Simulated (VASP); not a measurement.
The system is NiO.

```
Ni O
1.0
     0.00000    2.08590    2.08590
     2.08590    0.00000    2.08590
     2.08590    2.08590    0.00000
Ni O
1 1
Direct
  0.00000 0.00000 0.00000
  0.50000 0.50000 0.50000
```

| Property | Result |
| --- | --- |
| Program | VASP 6.6.1 |
| Task | relaxation of cell and atoms |
| Functional | PBE |
| Potentials or basis | VASP PAW PBE potentials, release 64 (Ni_sv_GW, O_GW) |
| Cutoff | 680 eV |
| k mesh | 11 × 11 × 11 |
| Occupations | fermi-dirac, width 0.05 eV |
| Spin | collinear spin, ferromagnetic start |
| Starting moments | [1.0, 0.0] μB |

At the start: pressure 5.0 GPa; volume 9.08 Å³/atom.

Task: Where does the relaxation end?

Result: Over 3 steps the energy falls by 3.7 meV/atom and the volume is 9.32 Å³/atom (+2.7 %); space group Fm-3m (No. 225, to 0.05 Å); moment 1.81 μB per cell.

Step by step:
| step | energy change (eV) | largest force (eV/Å) | pressure (GPa) | volume (Å³) |
| --- | --- | --- | --- | --- |
| 1 | 0.0000 | 0.0000 | 4.97 | 18.15 |
| 2 | -0.0053 | 0.0000 | -2.49 | 18.90 |
| 3 | -0.0074 | 0.0000 | 0.01 | 18.64 |

Final structure:
```yaml
crystal:
  lattice:
    - [0.00000, 2.10431, 2.10431]
    - [2.10431, 0.00000, 2.10431]
    - [2.10431, 2.10431, 0.00000]
  atoms:
    - { symbol: Ni, position: [0.00000, 0.00000, 0.00000] }
    - { symbol: O, position: [0.50000, 0.50000, 0.50000] }
```

Caveat: a cell with one magnetic atom can't hold antiferromagnetic order, which such compounds often take.
